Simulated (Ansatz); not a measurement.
Runs of Ansatz 0.2.0 on FeO (Wuestite). The structure is trigonal, space group R-3m (No. 166). Conventional cell: a = 3.038 Å, b = 3.038 Å, c = 7.559 Å, α = 90.00°, β = 90.00°, γ = 120.00°. Around Fe (site symmetry -3m) lie 6 O at 2.16 Å. O (site symmetry -3m) has 6 Fe at 2.16 Å as nearest neighbours. 

| task | level | k mesh | cutoff (eV) | smearing | broadening | mesh quality | gap on the mesh (eV) | pressure (GPa) | moment (μB) |
| --- | --- | --- | --- | --- | --- | --- | --- | --- | --- |
| single point | RPBE | 11 × 11 × 11 | 420 | gaussian 0.1 eV | - | not flagged | none | 4.3 | 4.00 |
| single point | PBE | 11 × 11 × 11 | 420 | fermi-dirac 0.05 eV | - | not flagged | none | (a) | 4.00 |
| optical spectrum | HSEsol+D3(BJ) | 6 × 6 × 6 | 420 | fermi-dirac 0.05 eV | 0.1 eV | coarse | none | - | 4.00 |
| density of states | r2SCAN+rVV10 | 11 × 11 × 11 | 500 | gaussian 0.15 eV | - | not flagged | none | -7.7 | 4.00 |

Alike in all rows: potentials or basis Ansatz PAW; spin collinear, ferromagnetic start; cell as given.

**Question.** Estimate the missing entries.

**Answer.** (a) -1.2.

Caveats: some runs use coarse meshes; a cell with one magnetic atom can't hold antiferromagnetic order, which such compounds often take; semilocal functionals often make such compounds metallic where correlation or magnetic order opens a gap, which also shifts bond lengths (some runs); the PAW data sets come from PBE, with cores solved anew for the run's functional, which leaves a small shift of forces and pressure (some runs); the magnetic or orbital state may not be the lowest (some runs); pairwise dispersion overbinds metals, which lowers pressure and volume (some runs); the potentials were made for another functional, which shifts forces and pressure (some runs).

A k mesh can miss the band edges.

A gap of «none» marks a metal or a gap under the smearing width.

Not every run made on this cell is shown here.
